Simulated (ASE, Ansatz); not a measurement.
# Localised basis functions on 1/2<110> screw dislocation dipole in AlN (shuffle set) (1080 atoms)

Wanted: errors and times of a linear-scaling basis for 1/2<110> screw dislocation dipole in AlN (shuffle set) (1080 atoms). A setting counts as converged where the r.m.s. difference of forces stays under 1 % of the r.m.s. force.

Program: Ansatz 0.2.0. Level of theory: Kohn-Sham DFT, PBE, PAW (set soft_2), plane waves. Results are calculated unless marked as measured.

Most raw output is cut from this account.

### 1. The starting structure

The cell holds 1080 atoms: 540 Al and 540 N. Cell: a = 53.644 Å, b = 22.812 Å, c = 9.291 Å, α = 93.9°, β = 90.0°, γ = 90.0°. It derives from AlN (zinc-blende). Zinc-blende AlN (a = 4.38 Å), x, y, z along [11-2], [111], [1-10], 10 x 3 x 3 periods; two opposite 1/2<110> screw dislocations along z, half a cell apart on one glide plane, laid by the isotropic elastic field summed over images, cell tilted by half the Burgers vector; not relaxed, displaced by a Gaussian of 0.02 Å.

What the set-up can't give: The host structure and its lattice constant were typed by rule, without a check against the phase diagram.

### 2. Plane-wave single point

The first run fixes the reference, at a cutoff of 420 eV.

Contents of input.yaml:

```yaml
crystal:
  lattice:
    - [53.64383, 0.0, 0.0]
    - [0.0, 22.75915, -1.54855]
    - [0.0, 0.0, 9.29138]
  atoms:
    - { symbol: Al, position: [0.95061, 0.99946, 0.88081] }
    - { symbol: "N", position: [0.9496, 0.08409, 0.87807] }
    - { symbol: Al, position: [0.98398, 0.11044, 0.88305] }
    - { symbol: "N", position: [0.98324, 0.19573, 0.87805] }
    - { symbol: Al, position: [0.94988, 0.99966, 0.55109] }
    - { symbol: "N", position: [0.94959, 0.08318, 0.54765] }
    - { symbol: Al, position: [0.98335, 0.11162, 0.54686] }
    - { symbol: "N", position: [0.98376, 0.19524, 0.55015] }
    - { symbol: Al, position: [0.90034, 0.9994, 0.71652] }
    - { symbol: "N", position: [0.89965, 0.0831, 0.71954] }
    - { symbol: Al, position: [0.93308, 0.11076, 0.71535] }
    - { symbol: "N", position: [0.93302, 0.19385, 0.71652] }
    - { symbol: Al, position: [0.96625, 0.22243, 0.71915] }
    - { symbol: "N", position: [0.96694, 0.30539, 0.71247] }
    - { symbol: Al, position: [0.84972, 0.00149, 0.88709] }
    - { symbol: "N", position: [0.84976, 0.0835, 0.89455] }
    - { symbol: Al, position: [0.88338, 0.11165, 0.88744] }
    - { symbol: "N", position: [0.8832, 0.19344, 0.88558] }
    - { symbol: Al, position: [0.91659, 0.22274, 0.8856] }
    - { symbol: "N", position: [0.91701, 0.30581, 0.88384] }
    - { symbol: Al, position: [0.94972, 0.33443, 0.88199] }
    - { symbol: "N", position: [0.94989, 0.4171, 0.87889] }
    - { symbol: Al, position: [0.98376, 0.44578, 0.88363] }
    - { symbol: "N", position: [0.98281, 0.52651, 0.87635] }
    - { symbol: Al, position: [0.95006, 0.00077, 0.21618] }
    - { symbol: "N", position: [0.94925, 0.08306, 0.21797] }
    - { symbol: Al, position: [0.98342, 0.11178, 0.21544] }
    - { symbol: "N", position: [0.98326, 0.19461, 0.21651] }
    - { symbol: Al, position: [0.90007, 0.0001, 0.38213] }
    - { symbol: "N", position: [0.90014, 0.08344, 0.38755] }
    - { symbol: Al, position: [0.93378, 0.11127, 0.38278] }
    - { symbol: "N", position: [0.9331, 0.19482, 0.38354] }
    [... 1042 atom lines left out ...]
    - { symbol: Al, position: [0.03326, 0.7779, 0.04557] }
    - { symbol: "N", position: [0.0335, 0.86169, 0.04613] }
    - { symbol: Al, position: [0.0661, 0.88908, 0.0485] }
    - { symbol: "N", position: [0.06614, 0.97137, 0.05127] }
    - { symbol: Al, position: [0.01727, 0.88848, 0.21054] }
    - { symbol: "N", position: [0.01644, 0.97149, 0.21362] }
kpoints:
  mp_grid: { grid: [1, 1, 2] }
hamiltonian:
  xc: pbe
scf:
  occupations: { method: fermi_dirac, width: 0.025 }
output:
  forces: true
  stress: true
  populations: true
  dos:
    method: { smearing: { sigma: 0.15 } }
    de: 0.1
    projected: { site_lists: { Al: [Al], "N": ["N"] } }
  eigenvalues: true
  write_density: true
  write_potential: true
  volumetric_format: npy
```

Launch:

```console
ansatz run input.yaml --threads 32 --pin off --max-ram 143360MiB --backend cuda --events-out ev --progress --plain --runs-dir out
```

Wall time 63 s (1 × NVIDIA GB200 with 32 threads of Arm Neoverse V2, shared host); peak memory 17 GiB.

That memory is the host's; the program planned up to 167 GiB on the GPU. Forces of this run were stored rounded, and per-atom blocks of the log weren't kept.

The program notes that it cut back its work space to fit the memory limit.

Read from the output:

```yaml
free_energy: -499013.9072 eV
free_energy_per_atom: -462.0499 eV/atom
scf_cycles: 14
pressure: 3.902 GPa
r_m_s_force_component: 0.6667 eV/Å
longest_force: 8.381 eV/Å
fermi_energy: 8.679 eV
spacing_of_highest_filled_and_lowest_empty_level: 2.863 eV
spilling_of_the_projection: 0.00766
```

The r.m.s. force component of 0.67 eV/Å sets the scale for the differences below.

### 3. Support functions medium

The cell is solved in localised support functions. The level medium gives here a grid of 270×108×48 points and a radius of 3.45 Å.

This step: Kohn-Sham DFT, PBE, PAW (set soft_2), localised support functions (medium) (Ansatz 0.2.0).

input.yaml, the sections that differ from step 2:

```yaml
scf:
  occupations: { method: fermi_dirac, width: 0.025 }
  eigensolver: { kind: { support_functions: { accuracy: medium } } }
  max_iter: 150
output:
  forces: true
# crystal, kpoints, hamiltonian: as in step 2
```

The job ended after 26 s (1 × NVIDIA GB200 with 32 threads; peak memory 3 GiB; 47 s of CPU time).

That memory is the host's; the program planned up to 23.7 GiB on the GPU.

The program notes that the band table was not solved further than the SCF left it, the forces don't sum to zero within tolerance and it switched symmetry off.

Keys that differ from the reference: support_functions.accuracy = "medium" and scf.max_iter = 150.

Forces differ from the reference by 0.41 meV/Å r.m.s., 0.062 % of their size, well within a tolerance of 1 %; the energy by -2.9 meV/atom.

### 4. Support functions low

The level low is asked for. Here it resolves to the same grid and radius as in the run with support functions medium, so the basis is not new.

This step: Kohn-Sham DFT, PBE, PAW (set soft_2), localised support functions (low) (Ansatz 0.2.0).

input.yaml, the sections that differ from step 3:

```yaml
scf:
  occupations: { method: fermi_dirac, width: 0.025 }
  eigensolver: { kind: { support_functions: { accuracy: low } } }
  max_iter: 150
# crystal, kpoints, hamiltonian, output: as in step 3
```

Run time: 25 s. Hardware: 1 × NVIDIA GB200 with 32 threads; peak memory 3 GiB; 45 s of CPU time.

That memory is the host's; the program planned up to 23.7 GiB on the GPU.

Keys that differ from the reference: support_functions.accuracy = "low" and scf.max_iter = 150.

Forces differ from the reference by 0.41 meV/Å r.m.s., 0.062 % of their size, well within a tolerance of 1 %; the energy by -2.9 meV/atom.

### 5. Support functions high

With localised support functions most steps grow linearly with size, though the diagonalisation grows faster unless the density matrix is cut; this run measures error and cost at this size. The level high gives here a grid of 324×144×60 points and a radius of 4.13 Å.

This step: Kohn-Sham DFT, PBE, PAW (set soft_2), localised support functions (high) (Ansatz 0.2.0).

input.yaml, the sections that differ from step 4:

```yaml
scf:
  occupations: { method: fermi_dirac, width: 0.025 }
  eigensolver: { kind: { support_functions: { accuracy: high } } }
  max_iter: 150
# crystal, kpoints, hamiltonian, output: as in step 4
```

Wall time 44 s (1 × NVIDIA GB200 with 32 threads); peak memory 4.5 GiB; 74 s of CPU time.

That memory is the host's; the program planned up to 44.3 GiB on the GPU.

Keys that differ from the reference: support_functions.accuracy = "high" and scf.max_iter = 150.

Forces differ from the reference by 0.23 meV/Å r.m.s., 0.034 % of their size, well within a tolerance of 1 %; the energy by -2.9 meV/atom.

### 6. Support functions medium, radius 3.35 Å

The radius confines each support function; a larger one gives more freedom and more work per atom.

This step: Kohn-Sham DFT, PBE, PAW (set soft_2), localised support functions (medium) (Ansatz 0.2.0).

input.yaml, the sections that differ from step 5:

```yaml
scf:
  occupations: { method: fermi_dirac, width: 0.025 }
  eigensolver: { kind: { support_functions: { accuracy: medium, radius: 3.35 } } }
  max_iter: 150
# crystal, kpoints, hamiltonian, output: as in step 5
```

It took 26 s on 1 × NVIDIA GB200 with 32 threads; peak memory 2.9 GiB.

That memory is the host's; the program planned up to 22.9 GiB on the GPU.

Keys that differ from the reference: support_functions.accuracy = "medium", support_functions.radius = 3.35 and scf.max_iter = 150.

Forces differ from the reference by 0.46 meV/Å r.m.s., 0.069 % of their size, well within a tolerance of 1 %; the energy by -2.9 meV/atom.

### 7. Support functions medium, radius 3.63 Å

input.yaml, the sections that differ from step 6:

```yaml
scf:
  occupations: { method: fermi_dirac, width: 0.025 }
  eigensolver: { kind: { support_functions: { accuracy: medium, radius: 3.63 } } }
  max_iter: 150
# crystal, kpoints, hamiltonian, output: as in step 6
```

It took 27 s on 1 × NVIDIA GB200 with 32 threads; peak memory 3.1 GiB.

That memory is the host's; the program planned up to 25.2 GiB on the GPU.

Keys that differ from the reference: support_functions.accuracy = "medium", support_functions.radius = 3.63 and scf.max_iter = 150.

Forces differ from the reference by 0.36 meV/Å r.m.s., 0.054 % of their size, well within a tolerance of 1 %; the energy by -2.9 meV/atom.

### 8. Support functions medium, radius 3.87 Å

input.yaml, the sections that differ from step 7:

```yaml
scf:
  occupations: { method: fermi_dirac, width: 0.025 }
  eigensolver: { kind: { support_functions: { accuracy: medium, radius: 3.87 } } }
  max_iter: 150
# crystal, kpoints, hamiltonian, output: as in step 7
```

Elapsed: 28 s, on 1 × NVIDIA GB200 with 32 threads; peak memory 3.3 GiB.

That memory is the host's; the program planned up to 27.5 GiB on the GPU.

Keys that differ from the reference: support_functions.accuracy = "medium", support_functions.radius = 3.87 and scf.max_iter = 150.

Forces differ from the reference by 0.33 meV/Å r.m.s., 0.049 % of their size, well within a tolerance of 1 %; the energy by -2.9 meV/atom.

### 9. Support functions medium, radius 4.15 Å

input.yaml, the sections that differ from step 8:

```yaml
scf:
  occupations: { method: fermi_dirac, width: 0.025 }
  eigensolver: { kind: { support_functions: { accuracy: medium, radius: 4.15 } } }
  max_iter: 150
# crystal, kpoints, hamiltonian, output: as in step 8
```

It took 30 s on 1 × NVIDIA GB200 with 32 threads; peak memory 3.6 GiB.

That memory is the host's; the program planned up to 30.8 GiB on the GPU.

Keys that differ from the reference: support_functions.accuracy = "medium", support_functions.radius = 4.15 and scf.max_iter = 150.

Forces differ from the reference by 0.34 meV/Å r.m.s., 0.050 % of their size, well within a tolerance of 1 %; the energy by -2.9 meV/atom.

### 10. Support functions medium, radius 4.66 Å

input.yaml, the sections that differ from step 9:

```yaml
scf:
  occupations: { method: fermi_dirac, width: 0.025 }
  eigensolver: { kind: { support_functions: { accuracy: medium, radius: 4.66 } } }
  max_iter: 150
# crystal, kpoints, hamiltonian, output: as in step 9
```

The job ended after 33 s (1 × NVIDIA GB200 with 32 threads; peak memory 4 GiB).

That memory is the host's; the program planned up to 38.2 GiB on the GPU.

Keys that differ from the reference: support_functions.accuracy = "medium", support_functions.radius = 4.66 and scf.max_iter = 150.

Forces differ from the reference by 0.33 meV/Å r.m.s., 0.050 % of their size, well within a tolerance of 1 %; the energy by -2.9 meV/atom.

### 11. Support functions medium, radius 5.18 Å

input.yaml, the sections that differ from step 10:

```yaml
scf:
  occupations: { method: fermi_dirac, width: 0.025 }
  eigensolver: { kind: { support_functions: { accuracy: medium, radius: 5.18 } } }
  max_iter: 150
# crystal, kpoints, hamiltonian, output: as in step 10
```

The job ended after 39 s (1 × NVIDIA GB200 with 32 threads; peak memory 4.7 GiB).

That memory is the host's; the program planned up to 48.3 GiB on the GPU.

Keys that differ from the reference: support_functions.accuracy = "medium", support_functions.radius = 5.18 and scf.max_iter = 150.

Forces differ from the reference by 0.33 meV/Å r.m.s., 0.049 % of their size, well within a tolerance of 1 %; the energy by -2.9 meV/atom.

### 12. A run with a doubtful setting

The input is spoilt on purpose; the run shows how that looks.

input.yaml, the sections that differ from step 11:

```yaml
scf:
  occupations: { method: fermi_dirac, width: 0.025 }
  eigensolver: { kind: { support_functions: { accuracy: medium, radius: 1.5 } } }
  max_iter: 60
# crystal, kpoints, hamiltonian, output: as in step 11
```

The job ended after 1.2 s (1 × NVIDIA GB200 with 32 threads; peak memory 1.2 GiB).

That memory is the host's; the program planned up to 2.5 GiB on the GPU.

The program refuses radii under 3.29 Å for these atoms at this level.

### 13. Cost against change

Each row is set against the plane-wave reference (Kohn-Sham DFT, PBE, PAW (set soft_2), plane waves; r.m.s. force component 0.667 eV/Å). Energies are set beside the reference only for runs with its functional, potentials and electron count. Times are for 1 × NVIDIA GB200 with 32 threads of Arm Neoverse V2, shared host. The reference's time includes the DOS, the stress and grids, which some other runs skip.

```
                                    run  Δ force, r.m.s. (meV/Å)  share of r.m.s. force (%)  Δ energy (meV/atom)  Δ gap (eV)  cycles  time  host memory (GiB)  planned on the GPU (GiB)
                              reference                        -                          -                    -           -      14  63 s                 17                       167
               support functions medium                    0.412                     0.0618                -2.90      0.0015      12  26 s                3.0                        24
                  support functions low                    0.414                     0.0621                -2.90      0.0019      11  25 s                3.0                        24
                 support functions high                    0.225                     0.0338                -2.88      3.0e-4      15  44 s                4.5                        44
support functions medium, radius 3.35 Å                     0.46                     0.0689                -2.91      0.0018      12  26 s                2.9                        23
support functions medium, radius 3.63 Å                    0.362                     0.0543                -2.90      9.0e-4      12  27 s                3.1                        25
support functions medium, radius 3.87 Å                    0.329                     0.0493                -2.90      8.0e-4      12  28 s                3.3                        28
support functions medium, radius 4.15 Å                    0.336                     0.0504                -2.91      7.0e-4      12  30 s                3.6                        31
support functions medium, radius 4.66 Å                    0.333                     0.0499                -2.91      5.0e-4      12  33 s                4.0                        38
support functions medium, radius 5.18 Å                    0.329                     0.0494                -2.91      5.0e-4      12  39 s                4.7                        48
```

### 14. The reference in detail

With the settings judged, the reference run is read for its physics.

Length of the force by element:

```
element  coordination  atoms  mean length of the force (eV/Å)  spread   least  most
     Al           all    540                            0.960   0.721   0.108  8.38
      N           all    540                            0.916   0.623  0.0985  7.67
```

Löwdin charges by element (they lack the spilled electrons, 0.031 e an atom on average):

```
element  coordination  atoms  mean charge (e)  spread  least    most
     Al           all    540             1.07  0.0068   1.04    1.10
      N           all    540            -1.01   0.008  -1.03  -0.974
```

(Continued in part 2 of 2.)

[Logs are printed without paths, hosts, clocks, repeated set-up lines and the standing remarks that a program may print on its own settings, such as how far it seeks lower states.]

[Hosts, paths, dates, database ids (printed as entryN), source tags and the programs' standing remarks are cut or masked in the printed files.]
